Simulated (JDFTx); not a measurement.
Crystal: Ti.

```
CELL_PARAMETERS angstrom
-1.64100 1.64100 1.64100
1.64100 -1.64100 1.64100
1.64100 1.64100 -1.64100
ATOMIC_POSITIONS crystal
Ti 0.00000 0.00000 0.00000
```

This isn't the form of Ti at room conditions, which is hcp.

* Program: JDFTx 1.7.0 (patched build)
* Task: relaxation of cell and atoms
* Functional: LDA
* Potentials or basis: PseudoDojo-SR-LDA-0.4.1-standard with smoothed tails
* Cutoff: 1143 eV
* Density cutoff: 4572 eV
* k mesh: 11 × 11 × 11
* Occupations: fermi-dirac, width 0.05 eV
* Spin: no spin polarisation

At the start: pressure -10.9 GPa; volume 17.68 Å³/atom.

**Question.** How do energy, volume and symmetry change on relaxing?

**Answer.** Over 6 steps the energy falls by 67.2 meV/atom and the volume is 15.86 Å³/atom (-10.3 %); space group Im-3m (No. 229, to 0.05 Å).

The path:
| step | energy change (eV) | largest force (eV/Å) | pressure (GPa) | volume (Å³) |
| --- | --- | --- | --- | --- |
| 1 | 0.0000 | 0.0000 | -10.91 | 17.68 |
| 2 | -0.0184 | 0.0000 | -9.50 | 17.39 |
| 3 | -0.0671 | 0.0000 | 0.38 | 15.81 |
| 4 | -0.0672 | 0.0000 | 0.02 | 15.85 |
| 5 | -0.0672 | 0.0000 | 0.00 | 15.86 |
| 6 | -0.0672 | 0.0000 | 0.00 | 15.86 |

Final structure:
```yaml
crystal:
  lattice:
    - [-1.58261, 1.58261, 1.58261]
    - [1.58261, -1.58261, 1.58261]
    - [1.58261, 1.58261, -1.58261]
  atoms:
    - { symbol: Ti, position: [0.00000, 0.00000, 0.00000] }
```

Caveat: the plane waves are those of the starting cell, so after so large a change of volume the result is rough; the volume moved by -10 % from the deposited cell, more than functionals usually miss.
